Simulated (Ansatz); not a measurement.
# How the smearing shapes the phonons of Os-Re-Os stack of (111) layers

Wanted: frequencies of Os-Re-Os stack of (111) layers solved wavevector by wavevector at several smearings. The first relaxation steps of the session are not shown, so no cell shown is the starting entry, unless a step says so.

Main program and level: Ansatz 0.2.0; DFT PBE, scalar-relativistic, plane waves, PAW.

This is a report of a sequence of runs, with most program output left out.

## Step 1: The cell after earlier relaxation steps

The cell holds 3 atoms: 2 Os and 1 Re. Its edges and angles: a = 2.703 Å, b = 2.703 Å, c = 32.781 Å, α = 90.0°, β = 90.0°, γ = 120.0°. Vacuum lies along c.

## Step 2: Relaxing tightly for phonons

Phonons are second derivatives about the minimum, so the remaining forces must be small: the thresholds are tightened. Earlier relaxation steps are not shown.

The input, input.yaml:

```yaml
crystal:
  lattice:
    - [2.7031835741, -2.8378e-06, 0.0]
    - [-1.3515893294, 2.3410270651, 0.0]
    - [0.0, 0.0, 32.7808944788]
  atoms:
    - { symbol: Os, position: [0.0, 0.0, 0.1699939403] }
    - { symbol: Re, position: [0.3333333333, 0.6666666667, 0.2362725338] }
    - { symbol: Os, position: [0.6666666667, 0.3333333333, 0.3025511273] }
  periodic: [true, true, false]
kpoints:
  mp_grid: { grid: [12, 12, 1] }
hamiltonian:
  xc: pbe
scf:
  occupations: { method: methfessel_paxton, width: 0.2 }
output:
  forces: true
  stress: true
  eigenvalues: true
relax:
  adjacent_minimum: "off"
  f_tol: 0.001
  max_steps: 60
  cell: { stress_2d_tol: 0.002 }
```

Started as:

```bash
> ansatz run input.yaml --threads 4 --pin off --max-ram 8192MiB --backend cpu --events-out ev --progress --plain --runs-dir out
```

Wall time 4.3 s (4 threads of AMD EPYC 9R45, shared host); peak memory 0.65 GiB; 16 s of CPU time.

Little changed from the start: no atom moved by 0.005 Å and no cell edge by 0.1 %.

Numbers from this step:

```
metallic on mesh  : yes
gap on the k-mesh : 0 eV
```

## Step 3: Wavevectors along a line: Fermi–Dirac smearing of 0.1 eV

Each wavevector is solved by itself, so no interpolation smooths a dip of the branch.

The input, input.yaml:

```yaml
crystal:
  lattice:
    - [2.7030601591, -2.8377e-06, 0.0]
    - [-1.351527622, 2.3409201846, 0.0]
    - [0.0, 0.0, 32.7808944788]
  atoms:
    - { symbol: Os, position: [0.0, 0.0, 0.1699865834] }
    - { symbol: Re, position: [0.3333333333, 0.6666666667, 0.2362725338] }
    - { symbol: Os, position: [0.6666666667, 0.3333333333, 0.3025584842] }
  periodic: [true, true, false]
kpoints:
  mp_grid: { grid: [18, 18, 1] }
hamiltonian:
  xc: pbe
scf:
  occupations: { method: fermi_dirac, width: 0.1 }
output:
  eigenvalues: true
phonons:
  method: dfpt
  qpoints:
    - [0, 0, 0]
    - [0.166666667, 0.0, 0.0]
    - [0.333333333, 0.0, 0.0]
    - [0.5, 0.0, 0.0]
```

Elapsed: 5 min, on 4 threads; peak memory 4 GiB; 19 min of CPU time.

Each wavevector solved by linear response. The frequency by |q| along the line; 7 of 9 lines:

| \|q\| along the line (Å⁻¹) | mode 1 (cm⁻¹) | mode 2 (cm⁻¹) | mode 3 (cm⁻¹) | mode 4 (cm⁻¹) | mode 5 (cm⁻¹) | mode 6 (cm⁻¹) | mode 7 (cm⁻¹) |
| --- | --- | --- | --- | --- | --- | --- | --- |
| 0.000 | 0 | 0 | 0 | 80.9 | 80.9 | 124 | 124 |
| 0.447 | 49.1 | 73.2 | 99.2 | 114 | 121 | 128 | 134 |
| 0.895 | 97.6 | 107 | 115 | 129 | 130 | 156 | 161 |
| 1.342 | 92.5 | 109 | 110 | 114 | 126 | 138 | 149 |

## Step 4: Phonons along a line: Fermi–Dirac smearing of 0.25 eV

Changes to input.yaml since step 3:

```diff
@@ -15,3 +15,3 @@
 scf:
-  occupations: { method: fermi_dirac, width: 0.1 }
+  occupations: { method: fermi_dirac, width: 0.25 }
 output:
```

Wider smearing eases the sum over k-points of a metal but moves the result away from its zero-temperature value.

Elapsed: 5.4 min, on 4 threads; peak memory 3.9 GiB.

Each wavevector solved by linear response. Frequency against |q| along the line; 7 of 9 lines:

| \|q\| along the line (Å⁻¹) | mode 1 (cm⁻¹) | mode 2 (cm⁻¹) | mode 3 (cm⁻¹) | mode 4 (cm⁻¹) | mode 5 (cm⁻¹) | mode 6 (cm⁻¹) | mode 7 (cm⁻¹) |
| --- | --- | --- | --- | --- | --- | --- | --- |
| 0.000 | 0 | 0 | 0 | 77.6 | 77.6 | 112 | 112 |
| 0.447 | 47.9 | 71.5 | 98.1 | 113 | 116 | 127 | 133 |
| 0.895 | 94.5 | 106 | 115 | 128 | 130 | 158 | 163 |
| 1.342 | 95.4 | 110 | 113 | 122 | 122 | 144 | 151 |

Against step 3 (now smearing width 0.25 eV), the free energy moves by -83.4 meV an atom.

## Step 5: Wavevectors along a line: Fermi–Dirac smearing of 0.04 eV

The smearing blurs the Fermi surface that screens the phonons; a Fermi–Dirac width is an electronic temperature.

Changes to input.yaml since step 4:

```diff
@@ -15,3 +15,3 @@
 scf:
-  occupations: { method: fermi_dirac, width: 0.25 }
+  occupations: { method: fermi_dirac, width: 0.04 }
 output:
```

Narrower smearing comes nearer the zero-temperature value but asks more of the mesh.

It took 4.8 min on 4 threads; peak memory 3.6 GiB.

Each wavevector solved by linear response. Table of frequency by |q| along the line; 7 of 9 lines:

| \|q\| along the line (Å⁻¹) | mode 1 (cm⁻¹) | mode 2 (cm⁻¹) | mode 3 (cm⁻¹) | mode 4 (cm⁻¹) | mode 5 (cm⁻¹) | mode 6 (cm⁻¹) | mode 7 (cm⁻¹) |
| --- | --- | --- | --- | --- | --- | --- | --- |
| 0.000 | 0 | 0 | 0 | 83.0 | 83.0 | 130 | 130 |
| 0.447 | 49.5 | 74.3 | 101 | 115 | 124 | 130 | 137 |
| 0.895 | 98.6 | 107 | 117 | 128 | 132 | 155 | 161 |
| 1.342 | 95.0 | 109 | 109 | 117 | 130 | 137 | 155 |

Against step 3 (now smearing width 0.04 eV), the free energy moves by +12.2 meV an atom.

## Step 6: Wavevectors along a line: Methfessel–Paxton smearing of 0.2 eV

The smearing blurs the Fermi surface that screens the phonons; a Methfessel–Paxton width blurs it less than a thermal one.

Changes to input.yaml since step 5:

```diff
@@ -15,3 +15,3 @@
 scf:
-  occupations: { method: fermi_dirac, width: 0.04 }
+  occupations: { method: methfessel_paxton, width: 0.2 }
 output:
```

The job ended after 5 min (4 threads; peak memory 4 GiB; 19 min of CPU time).

Each wavevector solved by linear response. Frequency against |q| along the line; 7 of 9 lines:

| \|q\| along the line (Å⁻¹) | mode 1 (cm⁻¹) | mode 2 (cm⁻¹) | mode 3 (cm⁻¹) | mode 4 (cm⁻¹) | mode 5 (cm⁻¹) | mode 6 (cm⁻¹) | mode 7 (cm⁻¹) |
| --- | --- | --- | --- | --- | --- | --- | --- |
| 0.000 | 0 | 0 | 0 | 83.0 | 83.0 | 130 | 130 |
| 0.447 | 49.3 | 74.6 | 100 | 116 | 125 | 130 | 136 |
| 0.895 | 98.4 | 108 | 117 | 128 | 132 | 156 | 160 |
| 1.342 | 93.4 | 108 | 108 | 116 | 131 | 136 | 155 |

Against step 3 (now occupations Methfessel-Paxton and smearing width 0.2 eV), the free energy moves by +15.4 meV an atom.

## Step 7: The lowest branch at each setting

Table of lowest frequency by |q| along the line:

| \|q\| along the line (Å⁻¹) | fermi dirac 0.1 eV, k 18x18x1 (cm⁻¹) | fermi dirac 0.25 eV, k 18x18x1 (cm⁻¹) | fermi dirac 0.04 eV, k 18x18x1 (cm⁻¹) | methfessel paxton 0.2 eV, k 18x18x1 (cm⁻¹) |
| --- | --- | --- | --- | --- |
| 0.000 | 0 | 0 | 0 | 0 |
| 0.447 | 49.1 | 47.9 | 49.5 | 49.3 |
| 0.895 | 97.6 | 94.5 | 98.6 | 98.4 |
| 1.342 | 92.5 | 95.4 | 95.0 | 93.4 |

## Step 8: Results

* phonon run of the rows without a label of their own: PBE, k 18×18×1
* lowest branch at the last solved point, Fermi–Dirac 0.1 eV: 92.5 cm⁻¹ at |q| = 1.34 Å⁻¹
* lowest branch at the last solved point, Fermi–Dirac 0.25 eV: 95.4 cm⁻¹ at |q| = 1.34 Å⁻¹
* lowest branch at the last solved point, Fermi–Dirac 0.04 eV: 95.0 cm⁻¹ at |q| = 1.34 Å⁻¹
* lowest branch at the last solved point, Methfessel–Paxton 0.2 eV: 93.4 cm⁻¹ at |q| = 1.34 Å⁻¹

**Reading.** No branch softens by more than 4 % of the top frequency as the smearing narrows, so no anomaly that hangs on the smearing shows at these points. The line holds 4 wavevectors, so a narrow dip between them would be missed. Between Fermi–Dirac 0.25 eV and Fermi–Dirac 0.04 eV the largest change, with modes counted by rank of frequency, is in mode 6 at |q| = 0 Å⁻¹, from 112 to 130 cm⁻¹. Where branches cross, a count by rank can hide a softening. At the narrowest width the k mesh may not resolve the Fermi surface, so part of the change can be mesh noise. Spin–orbit coupling, left out here, matters for Os and Re. The structure was built by hand as an ordered model, and its stability against other phases was not tested.

[Logs are printed without paths, hosts, clocks, repeated set-up lines and the standing remarks that a program may print on its own settings, such as how far it seeks lower states.]

[Hosts, paths, dates, database ids (printed as entryN), source tags and the programs' standing remarks are cut or masked in the printed files.]
